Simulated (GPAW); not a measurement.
Here is a GPAW 26.7.0 calculation.

Contents of run.py:

```python
from ase.eos import EquationOfState
from ase.io import Trajectory, read
from ase.units import GPa
from gpaw import GPAW, PW

atoms = read('Si.xyz')

traj = Trajectory('eos.traj', 'w')
volumes, energies = [], []
for x in [0.94, 0.96, 0.98, 1.0, 1.02, 1.04, 1.06]:
    a = atoms.copy()
    a.set_cell(atoms.cell * x**(1 / 3), scale_atoms=True)
    calc = GPAW(mode=PW(600),
                xc='PBE',
                kpts={'size': (12, 12, 11), 'gamma': True},
                occupations={'name': 'fermi-dirac', 'width': 0.05},
                nbands=8,
                convergence={'density': 1e-05, 'energy': 1e-05},
                maxiter=150,
                txt=f'eos-{x:.2f}.txt')
    a.calc = calc
    energies.append(a.get_potential_energy(force_consistent=True))
    volumes.append(a.get_volume())
    p = -a.get_stress()[:3].mean() / GPa
    calc.write(f'eos-{x:.2f}.gpw')
    traj.write(a)
    print(f'{x:.2f} {volumes[-1]:10.4f} A^3 {energies[-1]:14.6f} eV {p:9.3f} GPa', flush=True)

v0, e0, B = EquationOfState(volumes, energies, eos='birchmurnaghan').fit()
print(f'V0 = {v0:.4f} A^3, E0 = {e0:.6f} eV, B0 = {B / GPa:.2f} GPa')
```

Contents of Si.xyz:

```xyz
1
Lattice="2.6205428149 0.0000000000 0.0000000000 -1.3102714075 2.2694566494 0.0000000000 0.0000000000 0.0000000000 2.4663543900" Properties=species:S:1:pos:R:3 pbc="T T T"
Si     0.0000000000      0.0000000000      0.0000000000
```

Potentials or basis: GPAW PAW data sets (gpaw-data 1.2.1), pw.

Run with:

```sh
$ OMP_NUM_THREADS=1 python run.py
```

Estimate the pressure derivative of the bulk modulus.

4.6.

Predict the bulk modulus at fixed shape and positions.

108 GPa.

Estimate the equilibrium volume.

15.13 Å³/atom.

Energy against volume, from the lowest point:
| volume (Å³/atom) | energy (meV/atom) |
| --- | --- |
| 13.788 | 47.19 |
| 14.081 | 27.51 |
| 14.375 | 13.51 |
| 14.668 | 4.59 |
| 14.961 | 0.25 |
| 15.255 | 0.00 |
| 15.548 | 3.40 |

Caveat: the cell was scaled at fixed shape and fractional positions, which overstates the stiffness of a crystal with free parameters, most of all of layers and chains.
